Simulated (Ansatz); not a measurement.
SnSe, DFT, PBEsol, all-electron LAPW, scalar-relativistic (Ansatz 0.2.0), run on 1 thread of Arm Neoverse V2 on a shared host.

The cell is COD entry 9008725, as deposited and not checked against the literature; nothing was relaxed. The listed cell was then made from it by scaling, straining or moving an atom.

Command: `ansatz run input.yaml --threads 1 --pin off --max-ram 3072MiB --backend cpu --events-out ev --progress --plain --runs-dir out`

```yaml
crystal:
  lattice:
    - [0.0602, 3.0401, 3.0401]
    - [3.0401, 0.0602, 3.0401]
    - [3.0401, 3.0401, 0.0602]
  atoms:
    - { symbol: Sn, position: [0.0, 0.0, 0.0] }
    - { symbol: Se, position: [0.5, 0.5, 0.5] }
kpoints:
  mp_grid: { grid: [7, 7, 7] }
  band_path:
    path:
      - [0.0, 0.0, 0.0]
      - [0.5, 0.5, 0.5]
      - [0.2451701269, 0.5, 0.7548298731]
      - [-0.2451701269, 0.2451701269, 0.5]
      - [0.0, 0.0, 0.5]
      - [0.0, 0.0, 0.0]
      - [-0.3725850634, 0.0, 0.3725850634]
      - [0.0, 0.3725850634, 0.6274149366]
      - [0.0, 0.5, 0.5]
    npoints: 5
scf:
  occupations: { method: fermi_dirac, width: 0.01 }
hamiltonian:
  xc: pbesol
  pseudopotentials: { kind: all_electron, lapw: { basis_error: 0.0005 } }
output:
  forces: true
  stress: true
  eigenvalues: true
```

(1) How large is the problem that the program sets up?

(2) About how long does it take, and how much memory does it use?

## Answers

(1) 44 irreducible k-points, 345 plane waves at Γ, 28 bands.

(2) 16 s of wall time for 7 SCF iterations, with a peak of 0.34 GiB. Times on shared machines scatter by tens of per cent.
